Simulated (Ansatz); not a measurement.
# What DFT gives for SrVO₃

```
Sr V O
1.0
     3.73866    0.10470    0.06174
     0.10470    3.97815   -0.09590
     0.06174   -0.09590    3.93120
Sr V O
1 1 3
Direct
  0.50633 0.52952 0.49313
  0.99932 0.03274 0.02187
  0.52771 0.00513 0.97579
  0.01356 0.48494 0.01826
  0.98778 0.01942 0.48938
```

The numbers come from plane-wave PAW DFT (Ansatz): PBE, spin-orbit coupling, 420 eV, 5×5×5 (shifted by 0.5, 0.5, 0 steps) k points, gaussian occupations (width 0.0146 eV). Nothing was relaxed.

No atom carries over 0.3 μB, and the net moment is 0.34 μB a cell; the state need not be the lowest.

Q: Is the cell too large or too small?

A: The pressure is 3.6 GPa (compression positive), so with the atoms held at these fractions the cell would first expand; the forces are large, so a full relaxation may end otherwise. The principal stresses -4.2, 1.5, 13.7 GPa differ, so its shape would change too.

Q: How is the charge shared?

A: Bader charges in e: Sr +1.59, V +2.04, O -1.23 to -1.19. In the mean V gives up most and O takes most.

Q: Metal or insulator?

A: It is a metal, with about 2 states/eV a cell as the mean within 0.25 eV of the Fermi level, mostly V d (79 %) and O p (17 %).

Q: Is it stable against the elements?

A: -2.65 eV an atom against the elements' usual phases (free molecules for gases, crystals otherwise, with no correction for O₂ or N₂), so it is bound against them; other compounds may still compete. Relaxing would lower it.

Q: Which atom feels the largest force, and which way?

A: The largest is on O3: 1.81 eV/Å, components (-1.67, -0.16, 0.67). It makes 152° with the line to a nearest neighbour, V2 at 1.79 Å, pointing away from it.

Origin: a strained cell with displaced atoms, so it need not be a known compound. Caveats: correlation that this level lacks may open a gap in such a compound; the k mesh is coarse if the cell is a metal; atoms or cell far from equilibrium; the SCF threshold is loose for a stress.
